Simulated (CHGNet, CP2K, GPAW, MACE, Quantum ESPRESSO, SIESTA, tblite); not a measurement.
# Running LaSb (Fm-3m) (64 atoms) with SIESTA

How do the settings of SIESTA change the result for LaSb (Fm-3m) (64 atoms)? A plane-wave run serves as the yardstick.

Method: the method is named at each step, in SIESTA 5.4.2.

**1. Set-up**

The cell holds 64 atoms: 32 La and 32 Sb. Cell: a = 12.980 Å, b = 12.980 Å, c = 12.980 Å, α = 90.0°, β = 90.0°, γ = 90.0°. It derives from LaSb (Fm-3m), repeated 2×2×2. LaSb, space group Fm-3m, structure from the Crystallography Open Database, 2 x 2 x 2 conventional cells; every coordinate displaced by a Gaussian of 0.06 Å. Then every atom was moved at random, 0.05 Å r.m.s. a Cartesian component.

The yardstick, on the same geometry:

```
method                 : Kohn-Sham DFT, PBE, SSSP efficiency 1.3.0 pseudopotentials, plane waves (Quantum ESPRESSO 7.5); sssp-pbe-1.3.0-efficiency, cutoffs 60/480 Ry, Γ point
r.m.s. force component : 0.445 eV/Å
longest force          : 1.721 eV/Å
pressure               : 2.258 GPa
time                   : 27 min on 4 MPI ranks of Arm Neoverse V1, shared host
CPU time               : 1.8 h
```

**2. PBE, DZP, shift 0.01 Ry, mesh 300 Ry**

Method: Kohn-Sham DFT, PBE, PseudoDojo 0.4.1 norm-conserving pseudopotentials (converted to PSML), numerical atomic orbitals (DZP), diagonalisation.

The .psml files are PseudoDojo norm-conserving potentials that we converted to this format, checked against plane waves on the same files for H, C, O, Si, Ge and Ca alone.

Contents of input.fdf:

```
SystemLabel cell
NumberOfAtoms 64
NumberOfSpecies 2
%block ChemicalSpeciesLabel
  1 57 La
  2 51 Sb
%endblock ChemicalSpeciesLabel
LatticeConstant 1.0 Ang
%block LatticeVectors
  12.98000 0.00000 0.00000
  0.00000 12.98000 0.00000
  0.00000 0.00000 12.98000
%endblock LatticeVectors
PAO.BasisSize DZP
PAO.EnergyShift 0.01 Ry
XC.Functional GGA
XC.Authors PBE
MeshCutoff 300 Ry
%block kgrid_Monkhorst_Pack
  1 0 0 0.0
  0 1 0 0.0
  0 0 1 0.0
%endblock kgrid_Monkhorst_Pack
SolutionMethod diagon
OccupationFunction FD
ElectronicTemperature 580 K
SCF.Mixer.Method Pulay
SCF.Mixer.Weight 0.05
SCF.Mixer.History 8
SCF.Mix Hamiltonian
MaxSCFIterations 300
SCF.DM.Tolerance 1e-04
SCF.H.Tolerance 1.0e-3 eV
WriteForces T
Write.HirshfeldPop T
Write.VoronoiPop T
Write.DM F
Write.H F
XML.Write F
AtomicCoordinatesFormat Fractional
%block AtomicCoordinatesAndAtomicSpecies
  0.00869 0.99973 0.00027 1
  0.99906 0.24522 0.24937 1
  0.25491 0.99556 0.25498 1
  0.25802 0.25019 0.00599 1
  0.25102 0.00658 0.99197 2
  0.00049 0.24747 0.99834 2
  0.00152 0.00576 0.25056 2
  0.24712 0.24835 0.25173 2
  0.99859 0.99270 0.49313 1
  0.99883 0.26039 0.74756 1
  0.25158 0.99593 0.75390 1
  0.24784 0.24471 0.49464 1
  0.26234 0.99452 0.50063 2
  0.99144 0.25307 0.49255 2
  0.99742 0.99809 0.75283 2
  0.24872 0.25287 0.74621 2
  0.99449 0.50014 0.01108 1
  0.00447 0.75575 0.26591 1
  0.25549 0.49925 0.24763 1
  0.25662 0.74747 0.00126 1
  0.24165 0.49613 0.00619 2
  0.01088 0.74975 0.01559 2
  0.99814 0.49536 0.23947 2
  0.25196 0.74101 0.25240 2
  0.00242 0.49751 0.49021 1
  0.99958 0.74332 0.75549 1
  0.24852 0.49123 0.74863 1
  0.24783 0.75930 0.50401 1
  0.25769 0.49267 0.49780 2
  0.00266 0.74528 0.49825 2
  0.99574 0.49980 0.75741 2
  0.25036 0.74673 0.74314 2
  0.49287 0.00351 0.00324 1
  0.49082 0.24653 0.24444 1
  0.75026 0.00041 0.25779 1
  0.74706 0.24365 0.01042 1
  0.74672 0.99347 0.99832 2
  0.50772 0.24792 0.99388 2
  0.49674 0.99385 0.25428 2
  0.74045 0.25829 0.24203 2
  0.49794 0.01475 0.49759 1
  0.49821 0.25897 0.74047 1
  0.74608 0.01077 0.74711 1
  0.75272 0.25737 0.51147 1
  0.75783 0.00246 0.50434 2
  0.49597 0.24237 0.50162 2
  0.50649 0.99149 0.74952 2
  0.75293 0.24812 0.75426 2
  0.50020 0.50504 0.00786 1
  0.50671 0.75468 0.25452 1
  0.75254 0.50271 0.24954 1
  0.74360 0.74186 0.00504 1
  0.76303 0.50383 0.98841 2
  0.50838 0.74488 0.99783 2
  0.49983 0.50990 0.25606 2
  0.75398 0.74469 0.24896 2
[... 4 atom lines left out ...]
  0.74456 0.50620 0.49654 2
  0.49797 0.74063 0.50304 2
  0.48433 0.50528 0.74858 2
  0.75757 0.75031 0.75086 2
%endblock AtomicCoordinatesAndAtomicSpecies
```

Launch:

```
$ OMP_NUM_THREADS=1 mpirun -np 2 siesta < input.fdf > output.txt
```

Output:

```text
Version         : 5.4.2
reinit: System Name:
reinit: System Label: cell
initatom: Reading input for the pseudopotentials and atomic orbitals ----------
Species number:   1 Atomic number:   57 Label: La
Species number:   2 Atomic number:   51 Label: Sb
Ground state valence configuration (from tables):   6s02  6p00  5d01  4f00
Ground state valence configuration (from tables):   5s02  5p03  5d00  4f00
---- Processing specs for species: La
GGA--PBE XC_GGA_X_PBE--XC_GGA_C_PBE pb
Semicore shell(s) with  8 electrons included in the valence for La
---- Processing specs for species: Sb
GGA--PBE XC_GGA_X_PBE--XC_GGA_C_PBE pb
Semicore shell(s) with 10 electrons included in the valence for Sb
Semicore shell(s): 5s 5p
Fallback to non-perturbative polarization scheme for La
Please see the manual if this is not desired in principle
Semicore shell(s): 4d
Fallback to non-perturbative polarization scheme for Sb
Please see the manual if this is not desired in principle
Sb pseudopotential only contains V_ls up to l=2 -- lmxkb reset.
Using PAO.SplitTailNorm
%block ChemicalSpeciesLabel
    1   57 La                      # Species index, atomic number, species label
    2   51 Sb                      # Species index, atomic number, species label
%endblock ChemicalSpeciesLabel
%block PAO.Basis                 # Define Basis set
La                    5                    # Species label, number of l-shells
 n=5   0   1                         # n, l, Nzeta
   3.782
   1.000
 n=6   0   2                         # n, l, Nzeta
   8.773      6.742
   1.000      1.000
 n=5   1   1                         # n, l, Nzeta
   4.413
   1.000
 n=6   1   1                         # n, l, Nzeta
   8.773
   1.000
 n=5   2   2                         # n, l, Nzeta
   7.224      5.248
   1.000      1.000
Sb                    4                    # Species label, number of l-shells
 n=5   0   2                         # n, l, Nzeta
   5.307      3.824
   1.000      1.000
 n=5   1   2                         # n, l, Nzeta
   6.817      4.987
   1.000      1.000
 n=4   2   1                         # n, l, Nzeta
   3.101
   1.000
 n=5   2   1                         # n, l, Nzeta
   6.817
   1.000
%endblock PAO.Basis
coor:   Atomic-coordinates input format  =     Fractional
siesta: System type = bulk
initatomlists: Number of atoms, orbitals, and projectors:     64  1184  1600
siesta: ******************** Simulation parameters ****************************
Total number of electrons:   832.000000
Total ionic charge:   832.000000
 Kpoints in:            1 . Kpoints trimmed:            1
siesta: k-grid: Number of k-points = 1
siesta: k-points from Monkhorst-Pack grid
siesta: k-cutoff (effective) =     6.490 Ang
siesta: k-point supercell and displacements
siesta: k-grid:     1     0     0      0.000
siesta: k-grid:     0     1     0      0.000
siesta: k-grid:     0     0     1      0.000
                     ====================================
                        Single-point calculation
                     ====================================
outcell: Unit cell vectors (Ang):
       12.980000    0.000000    0.000000
        0.000000   12.980000    0.000000
        0.000000    0.000000   12.980000
outcell: Cell vector modules (Ang)   :   12.980000   12.980000   12.980000
outcell: Cell angles (23,13,12) (deg):     90.0000     90.0000     90.0000
outcell: Cell volume (Ang**3)        :   2186.8756
Gamma-point calculation with multiply-connected orbital pairs
Gamma-point calculation with multiply-connected orbital pairs
Folding of H and S implicitly performed
Folding of H and S implicitly performed
new_DM -- step:     1
Initializing Density Matrix...
Attempting to read DM from file... Failed...
DM filled with atomic data:
InitMesh: MESH = 144 x 144 x 144 = 2985984
InitMesh: Mesh cutoff (required, used) =   300.000   340.156 Ry
stepf: Fermi-Dirac step function
        iscf     Eharris(eV)        E_KS(eV)     FreeEng(eV)     dDmax    Ef(eV) dHmax(eV)
   scf:    1  -109761.303742  -109772.708421  -109772.780991  1.586990 -4.501404  3.306553
   scf:    2  -109775.198010  -109773.986541  -109774.070420  0.018613 -4.509449  2.863308
   scf:    3  -109779.777165  -109777.209754  -109777.350464  0.067355 -4.540627  1.849949
   scf:    4  -109780.486579  -109778.977567  -109779.165921  0.042391 -4.575937  1.398571
   scf:    5  -109779.960582  -109779.618730  -109779.865937  0.045404 -4.620487  0.712688
   scf:    6  -109779.816174  -109779.752272  -109779.970539  0.012643 -4.622944  0.610161
[...]
scf:   15  -109779.895331  -109779.895529  -109780.078370  0.000293 -4.621447  0.003614
   scf:   16  -109779.894954  -109779.895244  -109780.078385  0.000168 -4.621186  0.001245
   scf:   17  -109779.895124  -109779.895184  -109780.078386  0.000026 -4.621158  0.000759
SCF Convergence by DM+H criterion
max |DM_out - DM_in|         :     0.0000262990
max |H_out - H_in|      (eV) :     0.0007592816
SCF cycle converged after 17 iterations
Using DM_out to compute the final energy and forces
siesta: E_KS(eV) =          -109779.8952
siesta: E_KS - E_eggbox =   -109779.8952
siesta: Atomic forces (eV/Ang):
     1   -0.850010   -0.140807    0.057246
     2   -0.097788    0.380332   -0.101176
     3   -0.346268   -0.118451   -0.401238
     4   -0.335551    0.061370   -0.234154
     5    0.000182   -0.442156    0.687700
     6    0.226378    0.101806   -0.089704
[...]
62    0.248630    0.327434    0.085386
    63    0.739563   -0.309117    0.392926
    64   -0.240518    0.077767   -0.348965
----------------------------------------
   Tot    0.001764    0.001631    0.001401
----------------------------------------
   Max    1.523697
   Res    0.450133    sqrt( Sum f_i^2 / 3N )
----------------------------------------
   Max    1.523697    constrained
Stress tensor Voigt[x,y,z,yz,xz,xy] (kbar):      -26.87      -26.93      -27.34       -0.37       -0.22       -0.50
(Free)E + p*V (eV/cell)  -109743.1645
Target enthalpy (eV/cell)  -109780.0784
siesta: Program's energy decomposition (eV):
siesta: Ebs     =    -19015.664179
siesta: Eions   =    142372.221358
siesta: Ena     =     18922.142966
siesta: Ekin    =     53037.157680
siesta: Enl     =    -13198.623692
siesta: DEna    =       880.539392
siesta: DUscf   =        14.930202
siesta: Ex      =    -25305.920307
siesta: Ec      =     -1757.900068
siesta: Exc     =    -27063.820375
siesta: Eharris =   -109779.895124
siesta: Etot    =   -109779.895184
siesta: FreeEng =   -109780.078386
siesta: Final energy (eV):
siesta:  Band Struct. =  -19015.664179
siesta:       Kinetic =   53037.157680
siesta:       Hartree =   24561.173556
siesta:         Exch. =  -25305.920307
siesta:         Corr. =   -1757.900068
siesta:   Exch.-corr. =  -27063.820375
siesta:  Ion-electron = -103694.144842
siesta:       Ion-ion =  -56620.261202
siesta:         Total = -109779.895184
siesta:         Fermi =      -4.621158
siesta: Stress tensor (static) (eV/Ang**3):
siesta:    -0.016769   -0.000311   -0.000139
siesta:    -0.000311   -0.016806   -0.000229
siesta:    -0.000139   -0.000229   -0.017065
siesta: Cell volume =       2186.875592 Ang**3
siesta: Pressure (static):
siesta:                Solid            Molecule  Units
siesta:           0.00018384          0.00001704  Ry/Bohr**3
siesta:           0.01687973          0.00156458  eV/Ang**3
siesta:          27.04430610          2.50673069  kBar
    Orbital volume contribution        =          82.101390 eV
    (Free)E + p_basis*V_orbitals       =     -109697.976996 eV
    (Free)Eharris+ p_basis*V_orbitals  =     -109697.976936 eV
Hirshfeld Atomic Populations:
Atom #   charge [q] valence [e]  Species
     1     0.124547   10.875453  La
     2     0.121977   10.878023  La
     3     0.142309   10.857691  La
     4     0.128611   10.871389  La
     5    -0.137382   15.137382  Sb
     6    -0.117237   15.117237  Sb
     7    -0.138522   15.138522  Sb
     8    -0.136093   15.136093  Sb
     9     0.144316   10.855684  La
    10     0.130610   10.869390  La
[...]
13    -0.133506   15.133506  Sb
    14    -0.139746   15.139746  Sb
[...]
--------------------
 Total     0.000034
Voronoi Atomic Populations:
Atom #   charge [q] valence [e]  Species
[...]
58     0.224039   10.775961  La
    59     0.241863   10.758137  La
    60     0.237642   10.762358  La
[...]
62    -0.210378   15.210378  Sb
    63    -0.237666   15.237666  Sb
    64    -0.220192   15.220192  Sb
--------------------
 Total     0.000034
```

The job ended after 4.2 min (2 MPI ranks of Arm Neoverse V1, shared host; peak memory 2.1 GiB; 8.4 min of CPU time).

Banners, paths, timers and routine set-up lines are dropped from the logs unmarked, and long logs keep their key lines alone; longer cuts are marked.

Against the reference:

```yaml
r_m_s_force_component: 0.4501 eV/Å
r_m_s_difference_of_force_components: 46.52 meV/Å
longest_difference_of_force_vectors: 149.7 meV/Å
force_difference_over_r_m_s_force: 10.45 %
slope_of_forces_against_the_reference_s: 1.006
correlation_of_force_components: 0.9947
pressure: 2.704 GPa
pressure_difference: 0.4468 GPa
```

Length of the force difference by element (eV/Å):

```
element  atoms   mean  most
     La     32  0.078  0.15
     Sb     32  0.073  0.14
```

A closer look about La17, whose charge lies farthest from its element's mean: 9 atoms, nearest first, numbered in the order of the input, with positions taken from that point.

```csv
atom,x,y,z,distance (Å),bonds,Hirshfeld charge (e),Fx,Fy,Fz (eV/Å)
La17,0.00,0.00,0.00,0.00,6,0.09,0.80,-0.02,-1.26
Sb23,0.05,-0.06,2.96,2.97,6,-0.13,0.25,0.19,1.35
Sb53,-3.00,0.05,-0.29,3.02,6,-0.12,-1.21,-0.57,0.25
Sb21,3.21,-0.05,-0.06,3.21,6,-0.12,0.44,0.22,-0.59
Sb22,0.21,3.24,0.06,3.25,6,-0.12,-0.30,0.06,-0.46
Sb6,0.08,-3.28,-0.17,3.28,6,-0.12,0.23,0.10,-0.09
Sb31,0.02,0.00,-3.29,3.29,6,-0.12,-0.08,0.05,-0.31
La51,-3.14,0.03,3.10,4.41,6,0.13,-0.19,-0.35,-0.07
La52,-3.26,3.14,-0.08,4.52,6,0.12,0.96,0.62,-0.01
```

Forces lie 10 % from the reference's, at 0.078 times its CPU time (on 2 against 4 cores).

**3. PBE, DZP, shift 0.01 Ry, mesh 200 Ry**

Method: Kohn-Sham DFT, PBE, PseudoDojo 0.4.1 norm-conserving pseudopotentials (converted to PSML), numerical atomic orbitals (DZP), diagonalisation.

input.fdf: that of step 2 with these lines changed.

```diff
@@ -17,3 +17,3 @@
 XC.Authors PBE
-MeshCutoff 300 Ry
+MeshCutoff 200 Ry
 %block kgrid_Monkhorst_Pack
```

Output:

```text
Version         : 5.4.2
reinit: System Name:
reinit: System Label: cell
initatom: Reading input for the pseudopotentials and atomic orbitals ----------
Species number:   1 Atomic number:   57 Label: La
Species number:   2 Atomic number:   51 Label: Sb
Ground state valence configuration (from tables):   6s02  6p00  5d01  4f00
Ground state valence configuration (from tables):   5s02  5p03  5d00  4f00
---- Processing specs for species: La
GGA--PBE XC_GGA_X_PBE--XC_GGA_C_PBE pb
Semicore shell(s) with  8 electrons included in the valence for La
---- Processing specs for species: Sb
GGA--PBE XC_GGA_X_PBE--XC_GGA_C_PBE pb
Semicore shell(s) with 10 electrons included in the valence for Sb
Semicore shell(s): 5s 5p
Fallback to non-perturbative polarization scheme for La
[... lines left out ...]
Total number of electrons:   832.000000
[... lines left out ...]
stepf: Fermi-Dirac step function
        iscf     Eharris(eV)        E_KS(eV)     FreeEng(eV)     dDmax    Ef(eV) dHmax(eV)
[... lines left out ...]
SCF Convergence by DM+H criterion
[... lines left out ...]
SCF cycle converged after 17 iterations
[... lines left out ...]
   Max    1.531612
[... lines left out ...]
   Max    1.531612    constrained
Stress tensor Voigt[x,y,z,yz,xz,xy] (kbar):      -27.18      -27.26      -27.62       -0.36       -0.22       -0.49
[... lines left out ...]
siesta: DEna    =       880.486139
siesta: DUscf   =        14.929980
siesta: Ex      =    -25306.027777
siesta: Ec      =     -1758.048671
siesta: Exc     =    -27064.076448
siesta: Eharris =   -109780.133089
siesta: Etot    =   -109780.133150
siesta: FreeEng =   -109780.316245
siesta: Final energy (eV):
siesta:  Band Struct. =  -19015.673268
siesta:       Kinetic =   53037.221304
siesta:       Hartree =   24561.336853
siesta:         Exch. =  -25306.027777
siesta:         Corr. =   -1758.048671
siesta:   Exch.-corr. =  -27064.076448
siesta:  Ion-electron = -103694.357450
siesta:       Ion-ion =  -56620.257409
siesta:         Total = -109780.133150
siesta:         Fermi =      -4.621267
siesta: Stress tensor (static) (eV/Ang**3):
siesta:    -0.016967   -0.000309   -0.000138
siesta:    -0.000309   -0.017012   -0.000226
siesta:    -0.000138   -0.000226   -0.017237
siesta: Cell volume =       2186.875592 Ang**3
siesta: Pressure (static):
siesta:                Solid            Molecule  Units
siesta:           0.00018594          0.00001928  Ry/Bohr**3
siesta:           0.01707214          0.00177062  eV/Ang**3
siesta:          27.35258478          2.83684686  kBar
    Orbital volume contribution        =          82.101390 eV
    (Free)E + p_basis*V_orbitals       =     -109698.214855 eV
    (Free)Eharris+ p_basis*V_orbitals  =     -109698.214794 eV
Hirshfeld Atomic Populations:
Atom #   charge [q] valence [e]  Species
     1     0.124603   10.875397  La
     2     0.122034   10.877966  La
     3     0.142368   10.857632  La
[...]
5    -0.137446   15.137446  Sb
     6    -0.117290   15.117290  Sb
     7    -0.138584   15.138584  Sb
[...]
--------------------
 Total     0.000041
Voronoi Atomic Populations:
Atom #   charge [q] valence [e]  Species
[...]
59     0.242055   10.757945  La
    60     0.237405   10.762595  La
[...]
63    -0.237525   15.237525  Sb
    64    -0.221393   15.221393  Sb
--------------------
 Total     0.000037
```

It took 2.6 min on 2 MPI ranks; peak memory 1.5 GiB; 5.2 min of CPU time.

Numbers from this run, and their distance from the reference:

```yaml
r_m_s_force_component: 0.4501 eV/Å
r_m_s_difference_of_force_components: 46.51 meV/Å
longest_difference_of_force_vectors: 149.5 meV/Å
force_difference_over_r_m_s_force: 10.45 %
slope_of_forces_against_the_reference_s: 1.006
correlation_of_force_components: 0.9947
pressure: 2.735 GPa
pressure_difference: 0.4775 GPa
energy_less_the_same_level_run_s: -3.716 meV/atom
r_m_s_force_difference_from_the_same_level_run: 1.386 meV/Å
```

Against the first run (10 %), the force difference from the reference is 10 %, at 0.63 times the CPU time: the change moves forces by 1.4 meV/Å r.m.s., so most of the difference comes from elsewhere.

[end of part 1 of 2]

[Also dropped from logs without a mark: logging warnings of Python, and SIESTA's first energy breakdown and zero terms.]

[Logs are printed without paths, hosts, clocks, repeated set-up lines and the standing remarks that a program may print on its own settings, such as how far it seeks lower states.]

[Hosts, paths, dates, database ids (printed as entryN), source tags and the programs' standing remarks are cut or masked in the printed files.]
